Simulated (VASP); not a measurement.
## FeO (Wuestite): relaxation of cell and atoms with RPBE

FeO (Wuestite):

```
Fe O
1.0
     0.00000    2.15540    2.15540
     2.15540    0.00000    2.15540
     2.15540    2.15540    0.00000
Fe O
1 1
Direct
  0.00000 0.00000 0.00000
  0.50000 0.50000 0.50000
```

```yaml
Program: VASP 6.6.1
Task: relaxation of cell and atoms
Functional: RPBE
Potentials_or_basis: VASP PAW PBE potentials, release 64 (Fe, O)
Cutoff: 600 eV
k_mesh: 8 × 8 × 8
Occupations: fermi-dirac, width 0.05 eV
Spin: collinear spin, ferromagnetic start
Starting_moments: "[3.0, 0.0] μB"
Further_INCAR_settings: ALGO = Fast; EDIFF = 1e-06; IBRION = 2; EDIFFG = -0.02; NSW = 60; ISIF = 3
```

```json
{
 "Relaxed volume": "10.31 Å³/atom",
 "Relaxed cell": "a = 3.078 Å, b = 3.078 Å, c = 3.078 Å, α = 60.00°, β = 60.00°, γ = 60.00°",
 "Space group after relaxing (to 0.05 Å)": "Fm-3m (No. 225)",
 "Energy gained by relaxing": "4.7 meV/atom",
 "Ionic steps": "3",
 "Pressure after relaxing": "-0.1 GPa",
 "Band gap on the k mesh": "none (metal or under the smearing width)",
 "Net moment": "4.00 μB per cell",
 "Site moments": "Fe +3.63; O +0.29 μB",
 "Valence electrons inside the program's atomic spheres": "Fe 6.67; O 4.99"
}
```

The path:
```csv
step,energy change (eV),largest force (eV/Å),pressure (GPa),volume (Å³)
1,0.0000,0.0000,5.10,20.03
2,-0.0066,0.0000,-2.65,20.97
3,-0.0095,0.0000,-0.05,20.63
```

Final structure:
```yaml
crystal:
  lattice:
    - [0.00000, 2.17674, 2.17674]
    - [2.17674, 0.00000, 2.17674]
    - [2.17674, 2.17674, 0.00000]
  atoms:
    - { symbol: Fe, position: [0.00000, 0.00000, 0.00000] }
    - { symbol: O, position: [0.50000, 0.50000, 0.50000] }
```

Levels at points of the mesh, in eV from the Fermi level:
Spin up:
```csv
k point,band 6,band 7,band 8,band 9,band 10,band 11,band 12,band 13
"(0.00, 0.00, 0.00)",-3.76,-3.73,-3.73,-3.73,-0.07,15.39,16.80,16.80
"(0.50, 0.00, 0.00)",-3.18,-2.61,-0.51,-0.51,4.03,8.21,12.38,12.38
"(0.50, 0.50, 0.00)",-3.40,-2.98,-2.92,-2.92,5.11,8.58,10.61,14.42
```
Spin down:
| k point | band 2 | band 3 | band 4 | band 5 | band 6 | band 7 | band 8 | band 9 |
| --- | --- | --- | --- | --- | --- | --- | --- | --- |
| (0.00, 0.00, 0.00) | -3.19 | -3.19 | -3.19 | -0.70 | -0.70 | -0.70 | 0.25 | 0.25 |
| (0.50, 0.00, 0.00) | -7.77 | -4.99 | -4.99 | 0.36 | 0.36 | 0.56 | 2.69 | 2.69 |
| (0.50, 0.50, 0.00) | -6.71 | -4.32 | -4.32 | -2.00 | 0.69 | 0.69 | 0.76 | 1.10 |

It took 32 s on 1 thread of Intel(R) Xeon(R) Platinum 8259CL CPU @ 2.50GHz (Skylake/Cascade Lake) (shared host), peak memory 0.16 GiB.

Caveat: the PAW data sets were made with another functional, which shifts forces and pressure a little; a cell with one magnetic atom can't hold antiferromagnetic order, which such compounds often take; semilocal functionals often make such compounds metallic where correlation or magnetic order opens a gap, which also shifts bond lengths. Zero-point motion and thermal expansion aren't in these numbers.
